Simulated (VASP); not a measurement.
# Ag (P2_1/m) in VASP: further runs

Runs on Ag. Level: PBE. Tasks: single point.

All numbers are computed with VASP 6.6.1; they aren't measurements. Logs are shortened: lines on timing, memory, paths and dates and some standing lists are left out, and cuts for length are marked.

## (1) The crystal as given

The structure is monoclinic, space group P2_1/m (No. 11). Conventional cell: a = 2.917 Å, b = 4.790 Å, c = 2.930 Å, α = 90.00°, β = 119.57°, γ = 90.00°. Ag (site symmetry m) has 12 Ag at 2.92 to 2.94 Å as nearest neighbours.

This isn't the form of Ag at room conditions, which is fcc.

## (2) Single point, PBE

INCAR reads:

```
PREC     = Accurate       # precision mode
ENCUT    = 520            # plane-wave cutoff, eV
EDIFF    = 1E-6           # SCF threshold, eV
ISMEAR   = -1             # smearing method
SIGMA    = 0.05           # smearing width, eV
LREAL    = False          # projectors in reciprocal space
LASPH    = True           # aspherical terms in the spheres
NELM     = 100            # most SCF steps
ALGO     = Normal         # electronic algorithm
ISIF     = 2              # what is computed and relaxed
LWAVE    = False          # write WAVECAR
LCHARG   = True           # write CHGCAR
GGA      = PE             # functional
LELF     = True           # ELF
LVHAR    = True         
NBANDS   = 18             # bands
```

KPOINTS reads:

```
Automatic mesh
0
Gamma
  9 9 5
```

POSCAR reads:

```
Ag
1.0
    2.9300000000     -0.0146500000      0.0000000000
   -1.4776872722      2.5447794331      0.0000000000
    0.0000000000      0.0000000000      4.7900000000
Ag
2
Direct
    0.6666666667      0.3333333333      0.7500000000
    0.3333333333      0.6666666667      0.2500000000
```

Potentials or basis: VASP PAW PBE potentials, release 64 (Ag).

On the command line:

```
$ cat potpaw_PBE.64/Ag/POTCAR > POTCAR
$ mpirun -np 1 vasp_std > vasp.out
```

OUTCAR:

```text
PREC = Accurate
   ENCUT = 520
   EDIFF = 1E-6
   ISMEAR = -1
   LREAL = False
   LASPH = True
   NELM = 100
   ISIF = 2
   GGA = PE

 ion  position               nearest neighbor table
   1  0.667  0.333  0.750-   2 2.93   2 2.93   2 2.93   2 2.93   2 2.94   2 2.94
   2  0.333  0.667  0.250-   1 2.93   1 2.93   1 2.93   1 2.93   1 2.94   1 2.94

  LATTYP: Found a simple monoclinic cell.
 ALAT       =     2.9173219239
 B/A-ratio  =     1.6419168419
 C/A-ratio  =     1.0043583469
 COS(beta)  =    -0.4934813924

  Lattice vectors:

 A1 = (   1.4523127278,   2.5301294331,   0.0000000000)
 A2 = (   0.0000000000,   0.0000000000,  -4.7900000000)
 A3 = (  -2.9300000000,   0.0146500000,   0.0000000000)

Analysis of symmetry for initial positions (statically):
=====================================================================
 Subroutine PRICEL returns:
 Original cell was already a primitive cell.

 Routine SETGRP: Setting up the symmetry group for a
 simple monoclinic supercell.

 Subroutine GETGRP returns: Found  4 space group operations
 (whereof  2 operations were pure point group operations)
 out of a pool of  4 trial point group operations.

The static configuration has the point symmetry S_2 .
 The point group associated with its full space group is C_2h.

Analysis of symmetry for dynamics (positions and initial velocities):
=====================================================================
 Subroutine PRICEL returns:
 Original cell was already a primitive cell.

 Routine SETGRP: Setting up the symmetry group for a
 simple monoclinic supercell.

 Subroutine GETGRP returns: Found  4 space group operations
 (whereof  2 operations were pure point group operations)
 out of a pool of  4 trial point group operations.

The dynamic configuration has the point symmetry S_2 .
 The point group associated with its full space group is C_2h.

 Subroutine INISYM returns: Found  4 space group operations
 (whereof  2 operations are pure point group operations),
 and found     1 'primitive' translations

----------------------------------------------------------------------------------------

                                     Primitive cell

  volume of cell :      35.6115

  direct lattice vectors                    reciprocal lattice vectors
     2.930000000 -0.014650000  0.000000000     0.342290725  0.198759327  0.000000000
    -1.477687272  2.544779433  0.000000000     0.001970528  0.394105600  0.000000000
     0.000000000  0.000000000  4.790000000     0.000000000  0.000000000  0.208768267

  length of vectors
     2.930036625  2.942696389  4.790000000     0.395813353  0.394110526  0.208768267

  position of ions in fractional coordinates (direct lattice)
     0.666666667  0.333333333  0.750000000
     0.333333333  0.666666667  0.250000000

  ion indices of the primitive-cell ions
   primitive index   ion index
                 1           1
                 2           2

----------------------------------------------------------------------------------------

 KPOINTS: Automatic mesh

Automatic generation of k-mesh.
 Grid dimensions read from file:
 generate k-points for:    9    9    5

 Generating k-lattice:

  Cartesian coordinates                     Fractional coordinates (reciprocal lattice)
     0.038032303  0.022084370  0.000000000     0.111111111 -0.000000000  0.000000000
     0.000218948  0.043789511  0.000000000     0.000000000  0.111111111  0.000000000
     0.000000000  0.000000000  0.041753653     0.000000000  0.000000000  0.200000000

  Length of vectors
     0.043979261  0.043790058  0.041753653

  Shift w.r.t. Gamma in fractional coordinates (k-lattice)
     0.000000000  0.000000000  0.000000000

 Subroutine IBZKPT returns following result:
 ===========================================

 Found    123 irreducible k-points:

 Following reciprocal coordinates:
            Coordinates               Weight
  0.000000  0.000000  0.000000      1.000000
  0.111111  0.000000  0.000000      2.000000
  0.222222  0.000000  0.000000      2.000000
  0.333333  0.000000  0.000000      2.000000
  0.444444  0.000000  0.000000      2.000000
  0.000000  0.111111  0.000000      2.000000
[... 16 lines left out ...]
 -0.111111  0.222222  0.000000      2.000000
 -0.000000  0.333333  0.000000      2.000000
 [... further k-points ...]
   k-points           NKPTS =    123   k-points in BZ     NKDIM =    123   number of bands    NBANDS=     18
   number of dos      NEDOS =    301   number of ions     NIONS =      2
   total plane-waves  NPLWV =  20736
   dimension x,y,z NGX =    24 NGY =   24 NGZ =   36
   dimension x,y,z NGXF=    48 NGYF=   48 NGZF=   72
   ions per type =               2
   NGX,Y,Z   is equivalent  to a cutoff of  13.62, 13.56, 12.49 a.u.
   NGXF,Y,Z  is equivalent  to a cutoff of  27.23, 27.12, 24.99 a.u.
 SYSTEM =  unknown system
   PREC   = accura    normal or accurate (medium, high low for compatibility)
   ISTART =      0    job   : 0-new  1-cont  2-samecut
   ICHARG =      2    charge: 1-file 2-atom 10-const
   ISPIN  =      1    spin polarized calculation?
   LNONCOLLINEAR =      F non collinear calculations
   LSORBIT =      F    spin-orbit coupling
   LASPH  =      T    aspherical Exc in radial PAW
   ENCUT  =  520.0 eV  38.22 Ry    6.18 a.u.   5.45  5.47  8.91*2*pi/ulx,y,z
   NELM   =    100;   NELMIN=  2; NELMDL= -5     # of ELM steps
   EDIFF  = 0.1E-05   stopping-criterion for ELM
   LREAL  =      F    real-space projection
   EDIFFG = 0.1E-04   stopping-criterion for IOM
   NSW    =      0    number of steps for IOM
   IBRION =     -1    ionic relax: 0-MD 1-quasi-New 2-CG
   NFREE  =      0    steps in history (QN), initial steepest desc. (CG)
   ISIF   =      2    stress and relaxation
   ISYM   =      2    0-nonsym 1-usesym 2-fastsym
   POTIM  = 0.5000    time-step for ionic-motion
   TEBEG  =    0.0;   TEEND  =   0.0 temperature during run
   PSTRESS=    0.0 pullay stress
   NELECT =      22.0000    total number of electrons
   NUPDOWN=      -1.0000    fix difference up-down
   EMIN   =  10.00;   EMAX   =-10.00  energy-range for DOS
   EFERMI =   0.00;   METHOD = LEGACY
   ISMEAR =    -1;   SIGMA  =   0.05  broadening in eV -4-tet -1-fermi 0-gaus
   EFERMI_NEDOS =   21; number of points for ismear=-14 and -15
   IALGO  =     38    algorithm
   IMIX   =      4    mixing-type and parameters
     AMIX     =   0.40;   BMIX     =  1.00
     AMIX_MAG =   1.60;   BMIX_MAG =  1.00
  volume/ion in A,a.u.               =      17.81       120.16
  Fermi-wavevector in a.u.,A,eV,Ry     =   1.394287  2.634821 26.450223  1.944037
  Thomas-Fermi vector in A             =   2.517851
   LORBIT       =      0    0 simple, 1 ext, 2 COOP (PROOUT), +10 PAW based schemes
   GGA     = PE    functional components
   LHFCALC =     F    Hartree Fock is set to
   AEXX    =    0.0000 exact exchange contribution
   IVDW    =     0    specifies the selected vdW correction
   LEPSILON=     F    determine dielectric tensor
   LRPA    =     F    only Hartree local field effects (RPA)
 non-spin polarized calculation
  energy-cutoff  :      520.00
  volume of cell :       35.61
 maximum number of plane-waves:       985
 NGX is ok and might be reduce to    24
   NGX = 11   NGY = 11   NGZ = 17

 number of electron      22.0000004 magnetization

 Free energy of the ion-electron system (eV)
  ---------------------------------------------------
  ext. energy  EPLUGINS =         0.00000000
  ---------------------------------------------------
  free energy    TOTEN  =        -5.46773281 eV

  energy without entropy =       -5.46659623  energy(sigma->0) =       -5.46716452

 E-fermi :   7.8945     XC(G=0): -11.9527

 val. band max:        7.7844586348   @ k =   0.1111   0.1111   0.2000
 cond. band min:       8.1203066467   @ k =  -0.2222   0.2222   0.2000
 fundamental gap:      0.3358480119
 Fermi energy:         7.8945439882

 k-point     1 :       0.0000    0.0000    0.0000
  band No.  band energies     occupation
      1       0.3869      2.00000
      2       1.7032      2.00000
      3       3.1756      2.00000
      4       3.2217      2.00000
      5       3.3056      2.00000
      6       3.4452      2.00000
[... 10 lines left out ...]
     17      25.5234      0.00000
     18      25.7418      0.00000

 k-point     2 :       0.1111    0.0000    0.0000
  band No.  band energies     occupation
      1       0.7159      2.00000
      2       1.8847      2.00000
      3       3.0373      2.00000
      4       3.3917      2.00000
      5       3.4145      2.00000
      6       3.4790      2.00000
[... 10 lines left out ...]
     17      25.5287      0.00000
     18      26.4728      0.00000

 k-point     3 :       0.2222    0.0000    0.0000
  band No.  band energies     occupation
      1       1.5383      2.00000
      2       2.1580      2.00000
      3       2.9571      2.00000
      4       3.0631      2.00000
      5       3.3328      2.00000
      6       3.5020      2.00000
[... 10 lines left out ...]
     17      23.7832      0.00000
     18      25.3786      0.00000

 k-point     4 :       0.3333    0.0000    0.0000
  band No.  band energies     occupation
      1       1.9598      2.00000
      2       2.1157      2.00000
      3       2.4631      2.00000
      4       3.2963      2.00000
      5       3.4628      2.00000
      6       3.5337      2.00000
[... 375 lines left out ...]
      4       3.0637      2.00000
      5       3.2862      2.00000
      6       3.5337      2.00000
[... 10 lines left out ...]
     17      23.8390      0.00000
     18      25.2560      0.00000

 k-point    23 :      -0.1111    0.2222    0.0000
  band No.  band energies     occupation
      1       1.2964      2.00000
      2       2.1449      2.00000
      3       2.8165      2.00000
      4       3.3058      2.00000
      5       3.3277      2.00000
      6       3.4863      2.00000
[... 10 lines left out ...]
     17      25.4580      0.00000
     18      25.5571      0.00000

 k-point    24 :      -0.0000    0.3333    0.0000
  band No.  band energies     occupation
      1       1.9479      2.00000
      2       2.1058      2.00000
      3       2.4667      2.00000
      4       3.3168      2.00000
      5       3.4438      2.00000
      6       3.5238      2.00000
[... 10 lines left out ...]
     17      20.8900      0.00000
     18      24.3649      0.00000

 [... further k-points ...]

------------------------ aborting loop because EDIFF is reached ----------------------------------------

  FORCE on cell =-STRESS in cart. coord.  units (eV):
  Direction    XX          YY          ZZ          XY          YZ          ZX
  --------------------------------------------------------------------------------------
  -------------------------------------------------------------------------------------
  Total       -0.1401234     -0.1360647      0.2040611      0.1175981      0.0000000      0.0000000
  in kB       -6.3042124     -6.1216076      9.1807928      5.2907869      0.0000000      0.0000000
  external PRESSURE =      -1.0816757 kB  Pullay stress =       0.0000000 kB

 VOLUME and BASIS-vectors are now :
 -----------------------------------------------------------------------------
  energy-cutoff  :      520.00
  volume of cell :       35.61
      direct lattice vectors                 reciprocal lattice vectors
     2.930000000 -0.014650000  0.000000000     0.342290725  0.198759327  0.000000000
    -1.477687272  2.544779433  0.000000000     0.001970528  0.394105600  0.000000000
     0.000000000  0.000000000  4.790000000     0.000000000  0.000000000  0.208768267

 POSITION                                       TOTAL-FORCE (eV/Angst)
 -----------------------------------------------------------------------------------
      1.46077      0.83849      3.59250        -0.012442      0.000225      0.000000
     -0.00846      1.69164      1.19750         0.012442     -0.000225      0.000000
 -----------------------------------------------------------------------------------
    total drift:                                0.000000      0.000000     -0.000000

  FREE ENERGIE OF THE ION-ELECTRON SYSTEM (eV)
  ---------------------------------------------------
  free  energy   TOTEN  =        -5.4677328135 eV

  energy  without entropy=       -5.4665962299  energy(sigma->0) =       -5.46716452
```

Wall time 37 s (1 thread of Intel Xeon Platinum 8488C (Sapphire Rapids), shared host); peak memory 0.19 GiB.

Results:

```yaml
Free_energy: -5.4677 eV
Pressure: -0.1 GPa
Largest_force: 0.012 eV/Å
Band_gap_on_the_k_mesh: none (metal or under the smearing width)
```

Forces in eV/Å, atoms in the order of the input:
```
Ag  -0.012  0.000  0.000
Ag   0.012  0.000  0.000
```

Stress tensor (GPa, compression positive):
```
-0.63  0.53  0.00
 0.53 -0.61  0.00
 0.00  0.00  0.92
```

Levels at points of the mesh, in eV from the Fermi level:
| k point | band 7 | band 8 | band 9 | band 10 | band 11 | band 12 | band 13 | band 14 | band 15 | band 16 |
| --- | --- | --- | --- | --- | --- | --- | --- | --- | --- | --- |
| (0.00, 0.00, 0.00) | -4.37 | -4.09 | -4.07 | -3.15 | -3.13 | -0.34 | 3.29 | 15.47 | 17.34 | 17.62 |

## (3) Single point, PBE

INCAR reads:

```
ALGO     = Normal         # electronic algorithm
EDIFF    = 1E-6           # SCF threshold, eV
ENCUT    = 520            # plane-wave cutoff, eV
GGA      = PE             # functional
ISIF     = 2              # what is computed and relaxed
ISMEAR   = -1             # smearing method
LASPH    = True           # aspherical terms in the spheres
LCHARG   = True           # write CHGCAR
LELF     = True           # ELF
LREAL    = False          # projectors in reciprocal space
LVHAR    = True         
LWAVE    = False          # write WAVECAR
NBANDS   = 18             # bands
NELM     = 100            # most SCF steps
PREC     = Accurate       # precision mode
SIGMA    = 0.05           # smearing width, eV
```

KPOINTS reads:

```
k-points
0
Gamma
  9 9 5
```

POSCAR reads:

```
Ag
1.0
    2.9300000000      0.0586000000      0.0000000000
   -1.4142509113      2.5081544331      0.0000000000
    0.0000000000      0.0000000000      4.7900000000
Ag
2
Direct
    0.6666666667      0.3333333333      0.7500000000
    0.3333333333      0.6666666667      0.2500000000
```

Potentials or basis: VASP PAW PBE potentials, release 64 (Ag).

On the command line:

```
$ cat potpaw_PBE.64/Ag/POTCAR > POTCAR
$ mpirun -np 1 vasp_std > vasp.out
```

It took 28 s on 1 thread of Intel Xeon Platinum 8488C (Sapphire Rapids), shared host; peak memory 0.2 GiB.

It converged, with:

- Free energy: -5.4590 eV
- Pressure: 0.0 GPa
- Largest force: 0.047 eV/Å
- Band gap on the k mesh: none (metal or under the smearing width)

Forces in eV/Å, atoms in the order of the input:
```
Ag   0.047 -0.001  0.000
Ag  -0.047  0.001  0.000
```

Stress tensor (GPa, compression positive):
```
-0.58 -2.10  0.00
-2.10 -0.28  0.00
 0.00  0.00  1.00
```

Levels at points of the mesh, in eV from the Fermi level:
```tsv
k point	band 7	band 8	band 9	band 10	band 11	band 12	band 13	band 14	band 15	band 16
(0.00, 0.00, 0.00)	-4.29	-4.14	-4.07	-3.20	-3.13	-0.36	3.27	15.34	17.31	17.37
```
